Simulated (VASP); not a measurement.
# SrO (P3m1) in VASP: further runs

The runs below take SrO through single point, with PBE.

Program: VASP 6.6.1. These are calculated values, not measurements. Logs are shortened: lines on timing, memory, paths and dates and some standing lists are left out, and cuts for length are marked.

## 1. The cell of the first run

It takes space group P3m1 (No. 156, trigonal). The conventional cell has a = 3.553 Å, b = 3.553 Å, c = 6.217 Å, α = 90.00°, β = 90.00°, γ = 120.00°. Sr (site symmetry 3m) is surrounded by 6 O at 2.57 to 2.82 Å. Sr (site symmetry 3m) has 6 O at 2.37 to 2.57 Å as nearest neighbours. O (site symmetry 3m) has 6 Sr at 2.57 Å and 1 O at 2.73 Å as nearest neighbours. O (site symmetry 3m) has 3 Sr at 2.37 Å as nearest neighbours.

Measurements of this composition are mostly on another form, of space group No. 225.

## 2. Single point, PBE (one atom moved)

INCAR reads:

```
SYSTEM = SrO
ALGO     = Normal         ! electronic algorithm
EDIFF    = 1E-7           ! SCF threshold, eV
ENCUT    = 520            ! plane-wave cutoff, eV
GGA      = PE             ! functional
ISIF     = 2              ! what is computed and relaxed
ISMEAR   = 0              ! smearing method
LASPH    = .True.         ! aspherical terms in the spheres
LCHARG   = .False.        ! write CHGCAR
LREAL    = .False.        ! projectors in reciprocal space
LWAVE    = .False.        ! write WAVECAR
NBANDS   = 24             ! bands
NELM     = 100            ! most SCF steps
PREC     = Accurate       ! precision mode
SIGMA    = 0.02           ! smearing width, eV
```

KPOINTS reads:

```
k-points
0
Gamma
  9 9 6
  0 0 0
```

POSCAR reads:

```
SrO
1.0
    3.5532880902      0.0000000000      0.0000000000
   -1.7766440451      3.0772377531      0.0000000000
    0.0000000000      0.0000000000      6.2173039800
Sr O
2 2
Direct
    0.3333333300      0.6666666700      0.2500000000
    0.6666666700      0.3333333300      0.7500000000
    0.0000000000      0.0000000000      0.0000000000
    0.0000000000      0.0000000000      0.5603155325
```

Potentials or basis: VASP PAW PBE potentials, release 64 (Sr_sv, O).

Run with:

```
$ cat potpaw_PBE.64/Sr_sv/POTCAR potpaw_PBE.64/O/POTCAR > POTCAR
$ mpirun -np 1 vasp_std > vasp.out
```

OUTCAR:

```text
SYSTEM = SrO
   EDIFF = 1E-7
   ENCUT = 520
   GGA = PE
   ISIF = 2
   ISMEAR = 0
   LASPH = .True.
   LREAL = .False.
   NELM = 100
   PREC = Accurate

 ion  position               nearest neighbor table
   1  0.333  0.667  0.250-   3 2.57   3 2.57   3 2.57   4 2.82   4 2.82   4 2.82   2 3.72   2 3.72
                             2 3.72   2 3.72   2 3.72   2 3.72
   2  0.667  0.333  0.750-   4 2.37   4 2.37   4 2.37   3 2.57   3 2.57   3 2.57   1 3.72   1 3.72
                             1 3.72   1 3.72   1 3.72   1 3.72
   3  0.000  0.000  0.000-   1 2.57   2 2.57   2 2.57   1 2.57   2 2.57   1 2.57
   4  0.000  0.000  0.560-   2 2.37   2 2.37   2 2.37   1 2.82   1 2.82   1 2.82

  LATTYP: Found a hexagonal cell.
 ALAT       =     3.5532880902
 C/A-ratio  =     1.7497325919

  Lattice vectors:

 A1 = (   3.5532880902,   0.0000000000,   0.0000000000)
 A2 = (  -1.7766440451,   3.0772377531,   0.0000000000)
 A3 = (   0.0000000000,   0.0000000000,   6.2173039800)

Analysis of symmetry for initial positions (statically):
=====================================================================
 Subroutine PRICEL returns:
 Original cell was already a primitive cell.

 Routine SETGRP: Setting up the symmetry group for a
 hexagonal supercell.

 Subroutine GETGRP returns: Found  6 space group operations
 (whereof  6 operations were pure point group operations)
 out of a pool of 24 trial point group operations.

The static configuration has the point symmetry C_3v.

Analysis of symmetry for dynamics (positions and initial velocities):
=====================================================================
 Subroutine PRICEL returns:
 Original cell was already a primitive cell.

 Routine SETGRP: Setting up the symmetry group for a
 hexagonal supercell.

 Subroutine GETGRP returns: Found  6 space group operations
 (whereof  6 operations were pure point group operations)
 out of a pool of 24 trial point group operations.

The dynamic configuration has the point symmetry C_3v.

 Subroutine INISYM returns: Found  6 space group operations
 (whereof  6 operations are pure point group operations),
 and found     1 'primitive' translations

----------------------------------------------------------------------------------------

                                     Primitive cell

  volume of cell :      67.9819

  direct lattice vectors                    reciprocal lattice vectors
     3.553288090  0.000000000  0.000000000     0.281429475  0.162483383  0.000000000
    -1.776644045  3.077237753  0.000000000     0.000000000  0.324966766  0.000000000
     0.000000000  0.000000000  6.217303980     0.000000000  0.000000000  0.160841420

  length of vectors
     3.553288090  3.553288090  6.217303980     0.324966766  0.324966766  0.160841420

  position of ions in fractional coordinates (direct lattice)
     0.333333330  0.666666670  0.250000000
     0.666666670  0.333333330  0.750000000
     0.000000000  0.000000000  0.000000000
     0.000000000  0.000000000  0.560315532

  ion indices of the primitive-cell ions
   primitive index   ion index
                 1           1
                 2           2
                 3           3
                 4           4

----------------------------------------------------------------------------------------

 KPOINTS: k-points

Automatic generation of k-mesh.
 Grid dimensions read from file:
 generate k-points for:    9    9    6

 Generating k-lattice:

  Cartesian coordinates                     Fractional coordinates (reciprocal lattice)
     0.031269942  0.018053709  0.000000000     0.111111111 -0.000000000  0.000000000
     0.000000000  0.036107418  0.000000000     0.000000000  0.111111111  0.000000000
     0.000000000  0.000000000  0.026806903     0.000000000  0.000000000  0.166666667

  Length of vectors
     0.036107418  0.036107418  0.026806903

  Shift w.r.t. Gamma in fractional coordinates (k-lattice)
     0.000000000  0.000000000  0.000000000

 Subroutine IBZKPT returns following result:
 ===========================================

 Found     62 irreducible k-points:

 Following reciprocal coordinates:
            Coordinates               Weight
  0.000000  0.000000  0.000000      1.000000
  0.111111 -0.000000  0.000000      6.000000
  0.222222  0.000000  0.000000      6.000000
  0.333333  0.000000  0.000000      6.000000
  0.444444  0.000000  0.000000      6.000000
  0.111111  0.111111  0.000000      6.000000
[... 16 lines left out ...]
  0.222222  0.111111  0.166667     12.000000
 -0.111111  0.333333  0.166667     12.000000
 [... further k-points ...]
   k-points           NKPTS =     62   k-points in BZ     NKDIM =     62   number of bands    NBANDS=     24
   number of dos      NEDOS =    301   number of ions     NIONS =      4
   total plane-waves  NPLWV =  37632
   dimension x,y,z NGX =    28 NGY =   28 NGZ =   48
   dimension x,y,z NGXF=    56 NGYF=   56 NGZF=   96
   ions per type =               2   2
[... 65 lines left out ...]
 cond. band min:       4.9893886883   @ k =   0.0000   0.0000   0.0000
 fundamental gap:      2.8153140061
 Fermi energy:         2.2895274856

 k-point     1 :       0.0000    0.0000    0.0000
  band No.  band energies     occupation
      1     -31.4514      2.00000
      2     -29.9023      2.00000
      3     -14.8806      2.00000
      4     -13.4814      2.00000
      5     -13.1496      2.00000
      6     -13.1496      2.00000
[... 16 lines left out ...]
     23       9.4846      0.00000
     24      10.7859      0.00000

 k-point     2 :       0.1111   -0.0000    0.0000
  band No.  band energies     occupation
      1     -31.4390      2.00000
      2     -29.8875      2.00000
      3     -14.7937      2.00000
      4     -13.7690      2.00000
      5     -13.1746      2.00000
      6     -13.1312      2.00000
[... 16 lines left out ...]
     23       9.6751      0.00000
     24      10.3969      0.00000

 k-point     3 :       0.2222    0.0000    0.0000
  band No.  band energies     occupation
      1     -31.4073      2.00000
      2     -29.8497      2.00000
      3     -14.5504      2.00000
      4     -14.2500      2.00000
      5     -13.2668      2.00000
      6     -13.2370      2.00000
[... 16 lines left out ...]
     23      10.1495      0.00000
     24      10.2676      0.00000

 k-point     4 :       0.3333    0.0000    0.0000
  band No.  band energies     occupation
      1     -31.3710      2.00000
      2     -29.8060      2.00000
      3     -14.6739      2.00000
      4     -14.2087      2.00000
      5     -13.4597      2.00000
      6     -13.3066      2.00000
[... 16 lines left out ...]
     23      10.6849      0.00000
     24      10.7814      0.00000

 k-point     5 :       0.4444    0.0000    0.0000
  band No.  band energies     occupation
      1     -31.3471      2.00000
      2     -29.7772      2.00000
      3     -14.9113      2.00000
      4     -13.9802      2.00000
      5     -13.4755      2.00000
      6     -13.3512      2.00000
[... 16 lines left out ...]
     23      11.0305      0.00000
     24      11.7287      0.00000

 k-point     6 :       0.1111    0.1111    0.0000
  band No.  band energies     occupation
      1     -31.4169      2.00000
      2     -29.8612      2.00000
      3     -14.6279      2.00000
      4     -14.1158      2.00000
      5     -13.2701      2.00000
      6     -13.1696      2.00000
[... 16 lines left out ...]
     23       9.8909      0.00000
     24      10.2355      0.00000
[... 379 lines left out ...]
 k-point    21 :       0.0000    0.4444    0.1667
  band No.  band energies     occupation
      1     -31.3470      2.00000
      2     -29.7772      2.00000
      3     -14.8778      2.00000
      4     -14.1199      2.00000
      5     -13.4047      2.00000
      6     -13.3498      2.00000
[... 16 lines left out ...]
     23      11.3552      0.00000
     24      11.6065      0.00000

 k-point    22 :       0.1111    0.1111    0.1667
  band No.  band energies     occupation
      1     -31.4167      2.00000
      2     -29.8616      2.00000
      3     -14.5959      2.00000
      4     -14.1425      2.00000
      5     -13.2650      2.00000
      6     -13.1797      2.00000
[... 16 lines left out ...]
     23      10.0405      0.00000
     24      10.3613      0.00000

 k-point    23 :       0.2222    0.1111    0.1667
  band No.  band energies     occupation
      1     -31.3828      2.00000
      2     -29.8206      2.00000
      3     -14.5176      2.00000
      4     -14.3441      2.00000
      5     -13.4060      2.00000
      6     -13.2497      2.00000
[... 16 lines left out ...]
     23      10.5073      0.00000
     24      10.9993      0.00000

 k-point    24 :      -0.1111    0.3333    0.1667
  band No.  band energies     occupation
      1     -31.3828      2.00000
      2     -29.8206      2.00000
      3     -14.5238      2.00000
      4     -14.3336      2.00000
      5     -13.4194      2.00000
      6     -13.2651      2.00000
[... 16 lines left out ...]
     23      10.4264      0.00000
     24      10.9091      0.00000

 [... further k-points ...]
[... 5 lines left out ...]
  --------------------------------------------------------------------------------------
  -------------------------------------------------------------------------------------
  Total        2.2910330      2.2910330      1.6660063      0.0000000      0.0000000      0.0000000
  in kB       53.9943544     53.9943544     39.2639185      0.0000000      0.0000000      0.0000000
  external PRESSURE =      49.0842091 kB  Pullay stress =       0.0000000 kB

 VOLUME and BASIS-vectors are now :
 -----------------------------------------------------------------------------
  energy-cutoff  :      520.00
  volume of cell :       67.98
      direct lattice vectors                 reciprocal lattice vectors
     3.553288090  0.000000000  0.000000000     0.281429475  0.162483383  0.000000000
    -1.776644045  3.077237753  0.000000000     0.000000000  0.324966766  0.000000000
     0.000000000  0.000000000  6.217303980     0.000000000  0.000000000  0.160841420

 POSITION                                       TOTAL-FORCE (eV/Angst)
 -----------------------------------------------------------------------------------
     -0.00000      2.05149      1.55433         0.000000     -0.000000     -0.027590
      1.77664      1.02575      4.66298        -0.000000     -0.000000      0.946890
      0.00000      0.00000      0.00000         0.000000      0.000000      1.962744
      0.00000      0.00000      3.48365         0.000000      0.000000     -2.882044
 -----------------------------------------------------------------------------------
    total drift:                                0.000001     -0.000000      0.000527

  FREE ENERGIE OF THE ION-ELECTRON SYSTEM (eV)
  ---------------------------------------------------
  free  energy   TOTEN  =       -23.1998495775 eV

  energy  without entropy=      -23.1998495775  energy(sigma->0) =      -23.19984958
```

Run time: 50 s. Hardware: 1 thread of Intel Xeon 6975P-C (Granite Rapids), shared host; peak memory 0.24 GiB.

What came out:

| Item | Value |
| --- | --- |
| Free energy | -23.1998 eV |
| Pressure | 4.9 GPa |
| Largest force | 2.882 eV/Å |
| Band gap on the k mesh | 2.82 eV, direct |

Forces in eV/Å, atoms in the order of the input:
```
Sr   0.000  0.000 -0.028
Sr   0.000  0.000  0.947
O    0.000  0.000  1.963
O    0.000  0.000 -2.882
```

Caveat: an odd mesh through Γ misses points on the zone boundary, where band edges often lie; forces of over 1 eV/Å show positions far from the minimum, so gaps and moduli don't describe the material at rest.

## 3. Single point, PBE (strained and moved within the space group)

INCAR reads:

```
SYSTEM = SrO
  PREC = Accurate
  ENCUT = 520
  EDIFF = 1E-6
  ISMEAR = 0
  SIGMA = 0.02
  LREAL = .False.
  LASPH = .True.
  NELM = 100
  ALGO = Normal
  ISIF = 2
  LWAVE = .False.
  LCHARG = .False.
  GGA = PE
  NBANDS = 24
```

KPOINTS reads:

```
Automatic mesh
0
Gamma
  9 9 6
  0 0 0
```

POSCAR reads:

```
SrO
1.0
    3.6720034453      0.0000000000      0.0000000000
   -1.8360017226      3.1800482664      0.0000000000
    0.0000000000      0.0000000000      5.8654667478
Sr O
2 2
Direct
    0.3333333300      0.6666666700      0.2500000000
    0.6666666700      0.3333333300      0.7500000000
    0.0000000000      0.0000000000      0.0000000000
    0.0000000000      0.0000000000      0.5000000000
```

Potentials or basis: VASP PAW PBE potentials, release 64 (Sr_sv, O).

Run with:

```
$ cat potpaw_PBE.64/Sr_sv/POTCAR potpaw_PBE.64/O/POTCAR > POTCAR
$ mpirun -np 1 vasp_std > vasp.out
```

It took 33 s on 1 thread of Intel Xeon 6975P-C (Granite Rapids), shared host; peak memory 0.22 GiB.

The run converged. Its results:

* Free energy: -23.5442 eV
* Pressure: 2.0 GPa
* Band gap on the k mesh: 2.45 eV, direct

Stress tensor (GPa, compression positive):
```
-3.10  0.00  0.00
 0.00 -3.10  0.00
 0.00  0.00 12.29
```

Levels at points of the mesh, in eV from the valence-band top:
```csv
k point,band 13,band 14,band 15,band 16,band 17,band 18,band 19,band 20
"(0.00, 0.00, 0.00)",-1.66,-1.30,-1.30,0.00,2.45,4.50,5.39,5.75
"(0.00, 0.00, 0.50)",-1.53,-1.53,-1.53,-1.53,4.33,4.33,5.61,5.61
```

Caveat: an odd mesh through Γ misses points on the zone boundary, where band edges often lie.

## 4. Single point, PBE (strained and moved within the space group)

INCAR reads:

```
SYSTEM = SrO
PREC     = Accurate       ! precision mode
ENCUT    = 520            ! plane-wave cutoff, eV
EDIFF    = 1E-6           ! SCF threshold, eV
ISMEAR   = 0              ! smearing method
SIGMA    = 0.02           ! smearing width, eV
LREAL    = .False.        ! projectors in reciprocal space
LASPH    = .True.         ! aspherical terms in the spheres
NELM     = 100            ! most SCF steps
ALGO     = Fast           ! electronic algorithm
ISIF     = 2              ! what is computed and relaxed
LWAVE    = .False.        ! write WAVECAR
LCHARG   = .False.        ! write CHGCAR
GGA      = PE             ! functional
NBANDS   = 24             ! bands
```

KPOINTS is that of step 3.

POSCAR reads:

```
SrO
1.0
    3.5246841211      0.0000000000      0.0000000000
   -1.7623420605      3.0524659892      0.0000000000
    0.0000000000      0.0000000000      6.3537738024
Sr O
2 2
Direct
    0.3333333300      0.6666666700      0.2500000000
    0.6666666700      0.3333333300      0.7500000000
    0.0000000000      0.0000000000      0.0000000000
    0.0000000000      0.0000000000      0.5000000000
```

Run with:

```
$ cat potpaw_PBE.64/Sr_sv/POTCAR potpaw_PBE.64/O/POTCAR > POTCAR
$ mpirun -np 1 vasp_std > vasp.out
```

Wall time 52 s (1 thread of Intel Xeon 6975P-C (Granite Rapids), shared host); peak memory 0.22 GiB.

It converged, with:

```yaml
Free_energy: -23.7162 eV
Pressure: 1.2 GPa
Band_gap_on_the_k_mesh: 3.15 eV, direct
```

Stress tensor (GPa, compression positive):
```
 3.17  0.00  0.00
 0.00  3.17  0.00
 0.00  0.00 -2.70
```

Levels at points of the mesh, in eV from the valence-band top:
```tsv
k point	band 12	band 13	band 14	band 15	band 16	band 17	band 18	band 19	band 20	band 21
(0.00, 0.00, 0.00)	-0.82	-0.82	-0.60	-0.60	0.00	3.15	5.08	5.08	6.24	6.24
(0.00, 0.00, 0.50)	-1.55	-0.74	-0.74	-0.74	-0.74	4.67	4.67	6.03	6.03	7.15
```

Caveat: an odd mesh through Γ misses points on the zone boundary, where band edges often lie.

## 5. Single point, PBE (Sr replaced by Mg, lengths x 0.876, strained and moved within the space group)

INCAR reads:

```
SYSTEM = MgO
PREC = Accurate ; ENCUT = 520
EDIFF = 1E-6 ; ISMEAR = 0
SIGMA = 0.02 ; LREAL = .False.
LASPH = .True. ; NELM = 80
ALGO = Normal ; ISIF = 2
LWAVE = .False. ; LCHARG = .False.
GGA = PE ; NBANDS = 16
```

KPOINTS reads:

```
Automatic mesh
0
Gamma
  12 12 6
  0 0 0
```

POSCAR reads:

```
MgO
1.0
    3.1303654494      0.0000000000      0.0000000000
   -1.5651827247      2.7109760023      0.0000000000
    0.0000000000      0.0000000000      5.1505724079
Mg O
2 2
Direct
    0.3333333300      0.6666666700      0.2500000000
    0.6666666700      0.3333333300      0.7500000000
    0.0000000000      0.0000000000      0.0000000000
    0.0000000000      0.0000000000      0.5000000000
```

Potentials or basis: VASP PAW PBE potentials, release 64 (Mg, O).

Run with:

```
$ cat potpaw_PBE.64/Mg/POTCAR potpaw_PBE.64/O/POTCAR > POTCAR
$ mpirun -np 1 vasp_std > vasp.out
```

It took 23 s on 1 thread of AMD EPYC 9R45 (Zen 5), shared host; peak memory 0.15 GiB.

The run converged. Its results:

```
Free energy            : -22.5429 eV
Pressure               : -10.3 GPa
Band gap on the k mesh : 1.49 eV, indirect (least direct gap 1.72 eV)
```

Stress tensor (GPa, compression positive):
```
-18.63   0.00   0.00
  0.00 -18.63   0.00
  0.00   0.00   6.43
```

Levels at points of the mesh, in eV from the valence-band top:
| k point | band 5 | band 6 | band 7 | band 8 | band 9 | band 10 | band 11 | band 12 |
| --- | --- | --- | --- | --- | --- | --- | --- | --- |
| (0.00, 0.00, 0.00) | -1.76 | -1.05 | -1.05 | -0.23 | 1.49 | 6.45 | 7.88 | 12.63 |
| (0.50, 0.00, 0.00) | -3.61 | -2.37 | -1.63 | -0.03 | 4.15 | 7.01 | 7.77 | 9.74 |
| (0.00, 0.00, 0.50) | -1.42 | -1.42 | -1.42 | -1.42 | 3.62 | 3.62 | 11.37 | 11.37 |
| (0.50, 0.00, 0.50) | -2.33 | -2.33 | -2.02 | -2.02 | 5.88 | 5.88 | 8.41 | 8.41 |

## 6. Single point, PBE (strained and moved within the space group)

INCAR reads:

```
SYSTEM = SrO
  PREC = Accurate
  ENCUT = 520
  EDIFF = 1E-6
  ISMEAR = 0
  SIGMA = 0.02
  LREAL = .False.
  LASPH = .True.
  NELM = 80
  ALGO = Normal
  ISIF = 2
  LWAVE = .False.
  LCHARG = .False.
  GGA = PE
  NBANDS = 24
```

KPOINTS reads:

```
Automatic mesh
0
Gamma
  9 9 6
  0 0 0
```

POSCAR reads:

```
SrO
1.0
    3.5474962306      0.0000000000      0.0000000000
   -1.7737481153      3.0722218556      0.0000000000
    0.0000000000      0.0000000000      6.5802080133
Sr O
2 2
Direct
    0.3333333300      0.6666666700      0.2500000000
    0.6666666700      0.3333333300      0.7500000000
    0.0000000000      0.0000000000      0.0000000000
    0.0000000000      0.0000000000      0.5000000000
```

Potentials or basis: VASP PAW PBE potentials, release 64 (Sr_sv, O).

Run with:

```
$ cat potpaw_PBE.64/Sr_sv/POTCAR potpaw_PBE.64/O/POTCAR > POTCAR
$ mpirun -np 1 vasp_std > vasp.out
```

Wall time 56 s (1 thread of AMD EPYC 9R45 (Zen 5), shared host); peak memory 0.19 GiB.

It converged, with:

| Item | Value |
| --- | --- |
| Free energy | -23.6268 eV |
| Pressure | -2.8 GPa |
| Band gap on the k mesh | 2.92 eV, direct |

Stress tensor (GPa, compression positive):
```
  1.05   0.00   0.00
  0.00   1.05   0.00
  0.00   0.00 -10.56
```

Levels at points of the mesh, in eV from the valence-band top:
```
           k point  band 14  band 15  band 16  band 17  band 18  band 19
(0.00, 0.00, 0.00)    -0.38    -0.38     0.00     2.92     4.97     5.02
(0.00, 0.00, 0.50)    -0.49    -0.49    -0.49     4.42     4.42     5.93
```

Caveat: an odd mesh through Γ misses points on the zone boundary, where band edges often lie.

## 7. Overview

```tsv
potentials or basis	cell	k mesh	gap on the mesh (eV)	pressure (GPa)
VASP PAW PBE potentials, release 64 (Sr_sv, O)	one atom moved	9 × 9 × 6	2.82	4.9
VASP PAW PBE potentials, release 64 (Sr_sv, O)	strained and moved within the space group	9 × 9 × 6	2.92	-2.8
VASP PAW PBE potentials, release 64 (Mg, O)	Sr replaced by Mg, lengths x 0.876, strained and moved within the space group	12 × 12 × 6	1.49	-10.3
```

Alike in all rows: task single point; level PBE; no spin polarisation; cutoff (eV) 520; smearing gaussian 0.02 eV.

Caveats: an odd mesh through Γ misses points on the zone boundary, where band edges often lie (some runs); forces of over 1 eV/Å show positions far from the minimum, so gaps and moduli don't describe the material at rest (some runs).

Total energies depend on the potentials used, so only differences within one code and one set of settings carry meaning.
